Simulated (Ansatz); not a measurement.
# Titanium, fcc under revPBE: ground state and equation of state, part 2 of 2

Aim: take titanium in the fcc structure, relax it, solve it on a dense k-mesh, then scale the cell to 7 volumes from 88 to 112 % of the relaxed one and try a fit of the equation of state. Spin polarisation is left out. The k-meshes are 13×13×13 for the relaxation; 21×21×21 for the dense run; 15×15×15 for the volumes.

Ansatz 0.2.0; DFT, revPBE, plane waves (420 eV) with PAW, scalar-relativistic.

**6. The cell scaled to 96 % of its volume**

This is Ti in the fcc structure; at room conditions it is hcp.

File input.yaml:

```yaml
crystal:
  lattice:
    - [0.0, 2.0447373486, 2.0447373486]
    - [2.0447373486, 0.0, 2.0447373486]
    - [2.0447373486, 2.0447373486, 0.0]
  atoms:
    - { symbol: Ti, position: [0.0, 0.0, 0.0] }
hamiltonian:
  xc: revpbe
  pseudopotentials:
    kind: paw
    azcp:
      Ti: "pseudopotentials/Ti.paw.azcp"
basis:
  ecutwfc: 420
  fft_grid_basis: typed
kpoints:
  mp_grid: { grid: [15, 15, 15], shift: [0, 0, 0] }
magnetization:
  spin_polarized: false
scf:
  occupations: { method: fermi_dirac, width: 0.1 }
  lower_state_search: "off"
output:
  stress: true
```

Standard output (excerpt; [...] marks lines left out):

```text
Warning: RAYON_NUM_THREADS=2 ignored (pool sized by the plan → 2); use --threads N
[...]
Pseudopotentials: kind: paw
Pseudopotential: Ti, paw, valence charge 12, recommended cutoff 420 eV (normal), <dir>
Functional definition: revPBE
[...]
Crystal: 1 atoms, lattice volume = 17.098 Å³
Basis set: ecut = 420 eV, 331 PW (Γ)
Bands: 10, of which v1, the nominal top of the filled ones, is band 6 counted from 1 (5 counted from 0)
Symmetry: 48 space group operations
Space group: Fm-3m (ITA 225), of the structure as read, at distance tolerance 2.6e-5 Å
k-points: 120 of 3375
[...]
SCF iter   1: F=—  HF=-2502.748488 eV  |F-HF|=—  |Δ(HF+E_count)|=         —  Δρ=2.66e-3  dr2=3.72e-4  ethr=1.77e-3  ⟨swp⟩=4.3  Hψ=6230  notcnv=0
[...]
SCF iter   6: F=-2502.748885 eV  HF=-2502.748885 eV  |F-HF|=1.48e-9  |Δ(HF+E_count)|=  5.31e-10  Δρ=3.32e-6  dr2=2.05e-9  ethr=7.79e-11  ⟨swp⟩=2.0  Hψ=3448  notcnv=0
[...]
SCF converged after 6 iterations
Free energy (F): -2502.748885 eV
[...]
E sigma→0 (E₀):  -2502.721376 eV
Entropy (-TS):   -0.055019 eV (-55.019 meV/atom)
Fermi energy:    13.595829 eV
[...]
--- Stress (GPa, compression-positive) ---
        4.485115       0.000000       0.000000
        0.000000       4.485115      -0.000000
        0.000000       0.000000       4.485115
  P = ⅓ Tr σ = 4.4851 GPa (44.851 kbar)
```

Wall time 0.63 s (2 threads of an x86-64 CPU, shared host); peak memory 0.42 GiB.

**7. The cell scaled to 100 % of its volume**

input.yaml, as its differences from that of step 6:

```diff
@@ -2,5 +2,5 @@
   lattice:
-    - [0.0, 2.0447373486, 2.0447373486]
-    - [2.0447373486, 0.0, 2.0447373486]
-    - [2.0447373486, 2.0447373486, 0.0]
+    - [0.0, 2.0727509303, 2.0727509303]
+    - [2.0727509303, 0.0, 2.0727509303]
+    - [2.0727509303, 2.0727509303, 0.0]
   atoms:
```

Standard output (excerpt; [...] marks lines left out):

```text
Warning: RAYON_NUM_THREADS=2 ignored (pool sized by the plan → 2); use --threads N
[...]
Pseudopotentials: kind: paw
Pseudopotential: Ti, paw, valence charge 12, recommended cutoff 420 eV (normal), <dir>
Functional definition: revPBE
[...]
Crystal: 1 atoms, lattice volume = 17.810 Å³
Basis set: ecut = 420 eV, 331 PW (Γ)
Bands: 10, of which v1, the nominal top of the filled ones, is band 6 counted from 1 (5 counted from 0)
Symmetry: 48 space group operations
Space group: Fm-3m (ITA 225), of the structure as read, at distance tolerance 2.6e-5 Å
k-points: 120 of 3375
[...]
SCF iter   1: F=—  HF=-2502.758213 eV  |F-HF|=—  |Δ(HF+E_count)|=         —  Δρ=2.28e-3  dr2=3.77e-4  ethr=1.77e-3  ⟨swp⟩=4.3  Hψ=6234  notcnv=0
[...]
SCF iter   6: F=-2502.758577 eV  HF=-2502.758577 eV  |F-HF|=4.75e-9  |Δ(HF+E_count)|=   3.38e-9  Δρ=5.80e-6  dr2=6.24e-9  ethr=2.49e-10  ⟨swp⟩=2.0  Hψ=3700  notcnv=0
[...]
SCF converged after 6 iterations
Free energy (F): -2502.758577 eV
[...]
E sigma→0 (E₀):  -2502.729768 eV
Entropy (-TS):   -0.057618 eV (-57.618 meV/atom)
Fermi energy:    12.953776 eV
[...]
--- Stress (GPa, compression-positive) ---
        0.008180      -0.000000      -0.000000
        0.000000       0.008180       0.000000
       -0.000000       0.000000       0.008180
  P = ⅓ Tr σ = 0.0082 GPa (0.082 kbar)
```

It took 0.68 s on 2 threads of an x86-64 CPU, shared host; peak memory 0.42 GiB.

**8. The cell scaled to 104 % of its volume**

input.yaml, as its differences from that of step 7:

```diff
@@ -2,5 +2,5 @@
   lattice:
-    - [0.0, 2.0727509303, 2.0727509303]
-    - [2.0727509303, 0.0, 2.0727509303]
-    - [2.0727509303, 2.0727509303, 0.0]
+    - [0.0, 2.1000270968, 2.1000270968]
+    - [2.1000270968, 0.0, 2.1000270968]
+    - [2.1000270968, 2.1000270968, 0.0]
   atoms:
```

Standard output (excerpt; [...] marks lines left out):

```text
Warning: RAYON_NUM_THREADS=2 ignored (pool sized by the plan → 2); use --threads N
[...]
Pseudopotentials: kind: paw
Pseudopotential: Ti, paw, valence charge 12, recommended cutoff 420 eV (normal), <dir>
Functional definition: revPBE
[...]
Crystal: 1 atoms, lattice volume = 18.523 Å³
Basis set: ecut = 420 eV, 339 PW (Γ)
Bands: 10, of which v1, the nominal top of the filled ones, is band 6 counted from 1 (5 counted from 0)
Symmetry: 48 space group operations
Space group: Fm-3m (ITA 225), of the structure as read, at distance tolerance 2.6e-5 Å
k-points: 120 of 3375
[...]
SCF iter   1: F=—  HF=-2502.749760 eV  |F-HF|=—  |Δ(HF+E_count)|=         —  Δρ=2.11e-3  dr2=4.91e-4  ethr=1.77e-3  ⟨swp⟩=4.4  Hψ=6268  notcnv=0
[...]
SCF iter   6: F=-2502.750053 eV  HF=-2502.750053 eV  |F-HF|=9.66e-9  |Δ(HF+E_count)|=   1.39e-8  Δρ=7.80e-6  dr2=1.24e-8  ethr=5.91e-10  ⟨swp⟩=2.1  Hψ=3776  notcnv=0
[...]
SCF converged after 6 iterations
Free energy (F): -2502.750053 eV
[...]
E sigma→0 (E₀):  -2502.719930 eV
Entropy (-TS):   -0.060246 eV (-60.246 meV/atom)
Fermi energy:    12.358948 eV
[...]
--- Stress (GPa, compression-positive) ---
       -3.729287      -0.000000       0.000000
        0.000000      -3.729287      -0.000000
        0.000000       0.000000      -3.729287
  P = ⅓ Tr σ = -3.7293 GPa (-37.293 kbar)
```

Wall time 0.71 s (2 threads of an x86-64 CPU, shared host); peak memory 0.43 GiB.

**9. The cell scaled to 108 % of its volume**

input.yaml, as its differences from that of step 8:

```diff
@@ -2,5 +2,5 @@
   lattice:
-    - [0.0, 2.1000270968, 2.1000270968]
-    - [2.1000270968, 0.0, 2.1000270968]
-    - [2.1000270968, 2.1000270968, 0.0]
+    - [0.0, 2.1266125406, 2.1266125406]
+    - [2.1266125406, 0.0, 2.1266125406]
+    - [2.1266125406, 2.1266125406, 0.0]
   atoms:
```

Standard output (excerpt; [...] marks lines left out):

```text
Warning: RAYON_NUM_THREADS=2 ignored (pool sized by the plan → 2); use --threads N
[...]
Pseudopotentials: kind: paw
Pseudopotential: Ti, paw, valence charge 12, recommended cutoff 420 eV (normal), <dir>
Functional definition: revPBE
[...]
Crystal: 1 atoms, lattice volume = 19.235 Å³
Basis set: ecut = 420 eV, 339 PW (Γ)
Bands: 10, of which v1, the nominal top of the filled ones, is band 6 counted from 1 (5 counted from 0)
Symmetry: 48 space group operations
Space group: Fm-3m (ITA 225), of the structure as read, at distance tolerance 2.7e-5 Å
k-points: 120 of 3375
[...]
SCF iter   1: F=—  HF=-2502.726151 eV  |F-HF|=—  |Δ(HF+E_count)|=         —  Δρ=2.28e-3  dr2=8.30e-4  ethr=1.77e-3  ⟨swp⟩=4.3  Hψ=6272  notcnv=0
[...]
SCF iter   6: F=-2502.726327 eV  HF=-2502.726327 eV  |F-HF|=4.59e-9  |Δ(HF+E_count)|=   8.72e-9  Δρ=5.35e-6  dr2=6.18e-9  ethr=4.58e-10  ⟨swp⟩=2.0  Hψ=3826  notcnv=0
[...]
SCF converged after 6 iterations
Free energy (F): -2502.726327 eV
[...]
E sigma→0 (E₀):  -2502.694890 eV
Entropy (-TS):   -0.062873 eV (-62.873 meV/atom)
Fermi energy:    11.806289 eV
[...]
--- Stress (GPa, compression-positive) ---
       -6.847039      -0.000000      -0.000000
        0.000000      -6.847039      -0.000000
       -0.000000      -0.000000      -6.847039
  P = ⅓ Tr σ = -6.8470 GPa (-68.470 kbar)
```

Wall time 0.71 s (2 threads of an x86-64 CPU, shared host); peak memory 0.41 GiB.

**10. The cell scaled to 112 % of its volume**

input.yaml, as its differences from that of step 9:

```diff
@@ -2,5 +2,5 @@
   lattice:
-    - [0.0, 2.1266125406, 2.1266125406]
-    - [2.1266125406, 0.0, 2.1266125406]
-    - [2.1266125406, 2.1266125406, 0.0]
+    - [0.0, 2.1525493961, 2.1525493961]
+    - [2.1525493961, 0.0, 2.1525493961]
+    - [2.1525493961, 2.1525493961, 0.0]
   atoms:
@@ -25 +25,5 @@
   stress: true
+  write_density: true
+  write_potential: true
+  elf: true
+  volumetric_format: npy
```

Standard output (excerpt; [...] marks lines left out):

```text
Warning: RAYON_NUM_THREADS=2 ignored (pool sized by the plan → 2); use --threads N
[...]
Pseudopotentials: kind: paw
Pseudopotential: Ti, paw, valence charge 12, recommended cutoff 420 eV (normal), <dir>
Functional definition: revPBE
[...]
Crystal: 1 atoms, lattice volume = 19.948 Å³
Basis set: ecut = 420 eV, 387 PW (Γ)
Bands: 10, of which v1, the nominal top of the filled ones, is band 6 counted from 1 (5 counted from 0)
Symmetry: 48 space group operations
Space group: Fm-3m (ITA 225), of the structure as read, at distance tolerance 2.7e-5 Å
k-points: 120 of 3375
[...]
SCF iter   1: F=—  HF=-2502.689928 eV  |F-HF|=—  |Δ(HF+E_count)|=         —  Δρ=2.73e-3  dr2=1.46e-3  ethr=1.77e-3  ⟨swp⟩=4.3  Hψ=6312  notcnv=0
[...]
SCF iter   6: F=-2502.689936 eV  HF=-2502.689936 eV  |F-HF|=1.37e-9  |Δ(HF+E_count)|=   2.05e-7  Δρ=3.07e-6  dr2=6.90e-10  ethr=8.28e-10  ⟨swp⟩=4.7  Hψ=6113  notcnv=0
[...]
SCF converged after 6 iterations
Free energy (F): -2502.689936 eV
[...]
E sigma→0 (E₀):  -2502.657192 eV
Entropy (-TS):   -0.065488 eV (-65.488 meV/atom)
Fermi energy:    11.291565 eV
[...]
--- Stress (GPa, compression-positive) ---
       -9.441250      -0.000000      -0.000000
       -0.000000      -9.441250      -0.000000
       -0.000000       0.000000      -9.441250
  P = ⅓ Tr σ = -9.4413 GPa (-94.413 kbar)
--- Band table (eV; the first three rows and the last of 120) ---
  k-point 0: bands = ["-45.7372", "-21.6844", "-21.6844", "-21.6844", "5.5495", "12.0792", "12.0792", "12.0792", "13.4377", "13.4377"]
[...]
```

Run time: 0.98 s. Hardware: 2 threads of an x86-64 CPU, shared host; peak memory 0.43 GiB.

**11. The equation of state**

All volumes keep the relaxed shape and fractional coordinates.

| V (Å³/atom) | E − E₀ (meV/atom) | P from the stress (GPa) | P from the fit (GPa) |
| --- | --- | --- | --- |
| 15.673 | 95.0 | 16.26 | 16.01 |
| 16.385 | 38.7 | 9.85 | 9.56 |
| 17.098 | 8.4 | 4.49 | 4.19 |
| 17.810 | 0.0 | 0.01 | -0.28 |
| 18.523 | 9.9 | -3.73 | -4.02 |
| 19.235 | 34.9 | -6.85 | -7.14 |
| 19.948 | 72.6 | -9.44 | -9.75 |

Fit (Birch-Murnaghan, third order): V₀ = 17.761 Å³/atom, B₀ = 103 GPa, B₀′ = 3.5, largest residual 0.02 meV/atom.

Fit and stress differ a little: one follows E(σ → 0), the other the smeared free energy.

**12. Summary of results**

This closing draws on all 2 parts.

| quantity | value |
| --- | --- |
| space group (spins left aside) | Fm-3m (No. 225) |
| conventional cell | a = 4.146 Å |
| volume | 17.810 Å³/atom |
| shortest distance | 2.931 Å |
| gap on the mesh | none (levels filled in part) |
| relative to hcp | +59 meV/atom |
| highest ELF outside the cores | 0.74, 2.07 Å from the nearest atom |
| V₀, B₀, B₀′ | 17.761 Å³/atom, 103 GPa, 3.5 |

What this shows: From the guessed start the volume grew by 0.9 % in 4 steps. Against the reference form of titanium (hcp, computed apart with the same settings) it stands 59 meV/atom higher. No gap shows: it is a metal or semimetal at this level. The fitted modulus is 103 GPa. The symmetry was held, so the structure may be unstable against distortions that break it.
